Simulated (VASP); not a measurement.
Write the native input for VASP 6.6.1 that does the following.

```yaml
Task: single point
Functional: PBE
Potentials_or_basis: VASP PAW PBE potentials, release 64 (Al)
Cutoff: 520 eV
k_mesh: 18 × 18 × 18
Occupations: gaussian, width 0.05 eV
Spin: no spin polarisation
Dipole_correction: no
Further_INCAR_settings: ALGO = Fast; EDIFF = 1e-06; NBANDS = 8
```

The structure of Al lies in POSCAR:

```
Al
1.0
   -1.6179561520      1.6179561520      1.6179561520
    1.6179561520     -1.6179561520      1.6179561520
    1.6179561520      1.6179561520     -1.6179561520
Al
1
Direct
    0.0000000000      0.0000000000      0.0000000000
```

The cell was built by a generator and needn't be a form met in nature.

These files were run (other wordings do the same):

INCAR

```
SYSTEM = Al
ALGO = Fast ; EDIFF = 1E-6
ENCUT = 520 ; GGA = PE
ISIF = 2 ; ISMEAR = 0
LASPH = .True. ; LCHARG = .False.
LREAL = .False. ; LWAVE = .False.
NBANDS = 8 ; NELM = 80
PREC = Accurate ; SIGMA = 0.05
```

KPOINTS

```
k-points
0
Gamma
  18 18 18
  0 0 0
```

Potentials or basis: VASP PAW PBE potentials, release 64 (Al).

Run with:

```bash
$ cat potpaw_PBE.64/Al/POTCAR > POTCAR
$ mpirun -np 1 vasp_std > vasp.out
```

Results of the run:

```
Pressure               : 0.0 GPa
Band gap on the k mesh : none (metal or under the smearing width)
```

It took 9.1 s on 1 thread of Intel(R) Xeon(R) 6975P-C (Granite Rapids), with other jobs on the host, peak memory 0.14 GiB.
